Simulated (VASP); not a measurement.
Output of a VASP run:

OSZICAR:
```
       N       E                     dE             d eps       ncg     rms          rms(c)
DAV:   1     0.373159229728E+03    0.37316E+03   -0.16807E+04 16306   0.725E+02
DAV:   2     0.171710374193E+02   -0.35599E+03   -0.30995E+03 13931   0.267E+02
DAV:   3    -0.345681939040E+02   -0.51739E+02   -0.50608E+02 14443   0.708E+01
DAV:   4    -0.361784300893E+02   -0.16102E+01   -0.16077E+01 15352   0.124E+01
DAV:   5    -0.361940322301E+02   -0.15602E-01   -0.15600E-01 15328   0.125E+00    0.136E+01
DAV:   6    -0.315449200920E+02    0.46491E+01   -0.45244E+00 17539   0.217E+01    0.580E+00
DAV:   7    -0.314808822682E+02    0.64038E-01   -0.76750E-01 14632   0.252E+00    0.317E+00
DAV:   8    -0.314341606817E+02    0.46722E-01   -0.12801E-01 16491   0.190E+00    0.452E-01
DAV:   9    -0.314317803801E+02    0.23803E-02   -0.10377E-02 15992   0.407E-01    0.154E-01
DAV:  10    -0.314324054203E+02   -0.62504E-03   -0.17755E-03 16680   0.230E-01    0.724E-02
DAV:  11    -0.314325658491E+02   -0.16043E-03   -0.21145E-04 15037   0.698E-02    0.224E-02
DAV:  12    -0.314325682857E+02   -0.24366E-05   -0.18567E-05 16921   0.158E-02    0.555E-03
DAV:  13    -0.314325682565E+02    0.29187E-07   -0.17773E-06 15173   0.477E-03    0.187E-03
DAV:  14    -0.314325678966E+02    0.35992E-06   -0.24434E-07 15876   0.161E-03    0.531E-04
DAV:  15    -0.314325679547E+02   -0.58134E-07   -0.18177E-08 13005   0.362E-04
   1 F= -.31432568E+02 E0= -.31432568E+02  d E =-.141885E-15
 imaginary and real dielectric function
```

### OUTCAR
```
------------------------ aborting loop because EDIFF is reached ----------------------------------------
  FORCE on cell =-STRESS in cart. coord.  units (eV):
  Direction    XX          YY          ZZ          XY          YZ          ZX
  --------------------------------------------------------------------------------------
  Total        0.0204642      0.0204642      0.0204642     -0.0000000      0.0000000     -0.0000000
  in kB        0.4462921      0.4462921      0.4462921     -0.0000000      0.0000000     -0.0000000
  external PRESSURE =       0.4462921 kB  Pullay stress =       0.0000000 kB
  volume of cell :       73.47
      direct lattice vectors                 reciprocal lattice vectors
     4.188209417  0.000000000  0.000000000     0.238765520  0.000000000  0.000000000
     0.000000000  4.188209417  0.000000000     0.000000000  0.238765520  0.000000000
     0.000000000  0.000000000  4.188209417     0.000000000  0.000000000  0.238765520
 POSITION                                       TOTAL-FORCE (eV/Angst)
 -----------------------------------------------------------------------------------
      0.00000      0.00000      0.00000         0.000000      0.000000      0.000000
      2.09410      2.09410      2.09410         0.000000      0.000000      0.000000
      2.09410      0.00000      2.09410         0.000000      0.000000      0.000000
      0.00000      2.09410      2.09410         0.000000      0.000000      0.000000
      2.09410      2.09410      0.00000         0.000000      0.000000      0.000000
 -----------------------------------------------------------------------------------
    total drift:                                0.000000     -0.000000     -0.000000
  FREE ENERGIE OF THE ION-ELECTRON SYSTEM (eV)
  ---------------------------------------------------
  free  energy   TOTEN  =       -31.4325679547 eV

  energy  without entropy=      -31.4325679547  energy(sigma->0) =      -31.43256795

 plasma frequency squared (from intraband transitions) (eV^2)
  --------------------------------------------------------------------------------------
       0.000       0.000       0.000
       0.000       0.000      -0.000
       0.000      -0.000       0.000

 plasma frequency squared (from interband transitions, int dw w eps(2)(w)) (eV^2)
  --------------------------------------------------------------------------------------
     557.164       0.000      -0.000      -0.000      -0.000       0.000
      -0.000       0.000     557.164       0.000      -0.000      -0.000
      -0.000      -0.000      -0.000       0.000     557.164       0.000
```
(Selected blocks of OUTCAR.)

### POSCAR
```
BaSnO3
1
    4.1882094173     0.0000000000     0.0000000000
    0.0000000000     4.1882094173     0.0000000000
    0.0000000000     0.0000000000     4.1882094173
Ba Sn O
1 1 3
Direct
  0.0000000000   0.0000000000   0.0000000000
  0.5000000000   0.5000000000   0.5000000000
  0.5000000000   0.0000000000   0.5000000000
  0.0000000000   0.5000000000   0.5000000000
  0.5000000000   0.5000000000   0.0000000000
```

Problem. Write an INCAR and KPOINTS that could have produced this output.

Solution. This is not unique; one that fits is the input of the run itself, PBE GGA, plane waves, VASP's PBE PAW potentials (set 64).

### KPOINTS
```
K-points
0
Gamma
  12 12 12
```

### INCAR
```
SYSTEM = BaSnO3
PREC = Accurate; ENCUT = 520; LREAL = .False.
LASPH = .True.; NBANDS = 75
EDIFF = 1E-7; NELM = 100; ALGO = Normal
LMAXMIX = 4
ISMEAR = 0; SIGMA = 0.01
GGA = PE
LWAVE = .False.; LCHARG = .False.; NEDOS = 1001
LOPTICS = .True.; CSHIFT = 0.1
```

POTCAR, in this order: Ba_sv Sn_d O (PBE.64 set). Program: vasp_std.

The dielectric response may not be converged in the k-mesh; for small gaps it tends to come out too large.

The compound is BaSnO3 in the cubic perovskite structure. It was relaxed first, which changed the volume by +5 %.
